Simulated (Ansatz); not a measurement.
## TaN: enthalpy against pressure

TaN, Fm-3m, a = 4.376 Å. This isn't the usual stable structure of the compound. Ansatz: PBEsol, PAW, 420 eV, Γ-centred 16×16×16 mesh on 2 atoms, Gaussian smearing 0.10 eV; no spin polarisation. Cell and atoms are relaxed at each pressure, and no other structure is tried, so the rows at high pressure may lie past a change of phase. y is the enthalpy over the state at zero pressure; there V0 = 10.472 Å³/atom. The pressures are the targets, met within 0.07 GPa.

```tsv
P (GPa)	y (eV/atom)
-1.0	-0.0654
0.0	0.0000
1.0	0.0653
4.0	0.2600
12.0	0.7719
25.0	1.5830
50.0	?
90.0	5.3468
```

**Question.** Fit y = c1 P + c2 P² + c3 P³ to the other rows, say what c1 and c2 mean, and predict the missing value.

**Answer.** Least squares on the rows shown. y = 0.065326 P − 8.5857×10⁻⁵ P² + 2.2340×10⁻⁷ P³. Since dH/dP = V, c1 is V0: 0.065326 eV/GPa × 160.2 = 10.465 Å³ against 10.472; c2 = −V0/(2B0) gives B0 = 380 GPa, where a Birch–Murnaghan fit to the volumes of the same runs (not shown) gives 359 GPa: a cubic over this range folds the higher terms into c2. At P = 50.0 the fit asked for gives 3.0796 eV/atom. The run gave 3.0821 eV/atom, so the fit is 0.0025 eV/atom too low, 0.046 % of the span of the series, against an rms of 0.00004 eV/atom on the fitted rows. With a term in P⁴ added, a fit to the same known rows predicts 3.0821 eV/atom, so most of the miss is curvature that the known rows already hold.

The mesh isn't the same in all rows (16×16×16, 18×18×18). Spin–orbit coupling is left out, which can shift energies with elements as heavy as these.